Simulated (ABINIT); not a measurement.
Crystal: ZrN.

```
Zr N
1.0
     0.00000    2.30000    2.30000
     2.30000    0.00000    2.30000
     2.30000    2.30000    0.00000
Zr N
1 1
Direct
  0.50000 0.50000 0.50000
  0.00000 0.00000 0.00000
```

Base run:

| Quantity | Value |
| --- | --- |
| Program | ABINIT 10.8.3 (patched build) |
| Functional | PBEsol |
| Potentials or basis | JTH PAW PBE v2.0 |
| Cutoff | 707 eV |
| k mesh | 13 × 13 × 13 |
| Occupations | fermi-dirac, width 0.05 eV |
| Spin | no spin polarisation |

Its results: band gap on the k mesh none (metal or under the smearing width); pressure -8.1 GPa.

Task: The run is repeated on the same cell with these changes: functional from PBEsol to PBE; k mesh from 13 × 13 × 13 to 10 × 10 × 10. What comes out?

Result: Band gap on the k mesh none (metal or under the smearing width); pressure -1.1 GPa.

Several settings changed at once, so the effect can't be laid on one alone.

Caveats: the PAW data sets were made with another functional, which shifts forces and pressure a little (some runs).
